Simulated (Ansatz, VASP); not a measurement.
InAs: VASP beside Ansatz

```
In As
1.0
     0.00000    3.01800    3.01800
     3.01800    0.00000    3.01800
     3.01800    3.01800    0.00000
In As
1 1
Direct
  0.00000 0.00000 0.00000
  0.25000 0.25000 0.25000
```

Alike in both runs: task relaxation of cell and atoms; functional PBEsol; k mesh 12 × 12 × 12; occupations gaussian, width 0.1 eV; no spin polarisation.

|  | VASP | Ansatz |
| --- | --- | --- |
| version | VASP 6.6.1 | Ansatz 0.2.0 |
| potentials or method | VASP PAW PBE potentials, release 64 (In_d, As) | scalar-relativistic, plane waves, PAW |
| plane-wave cutoff (eV) | 600 | 420 |
| valence electrons in the cell | 18 | 28 |

VASP gave:

- gap on the k mesh at the Fermi level, each at its own relaxed structure (eV): none
- relaxed volume (Å³/atom): 28.25
- relaxed cell length with the largest relative difference (Å): 4.307
- energy change over the relaxation (meV/atom): -4

Problem. What did Ansatz give for the same quantities?

Solution. gap on the k mesh at the Fermi level, each at its own relaxed structure (eV): none; relaxed volume (Å³/atom): 28.20; relaxed cell length with the largest relative difference (Å): 4.305; energy change over the relaxation (meV/atom): -3.

A gap of «none» marks a metal or a gap that the smearing closes. The two sets of potentials don't hold the same shells in valence.

Caveats: the PAW data sets were made with another functional, which shifts forces and pressure a little (VASP); this crystal is a semiconductor, whose small gap the functional closes, so the metal is an error of the method. Zero-point motion and thermal expansion aren't in these numbers.
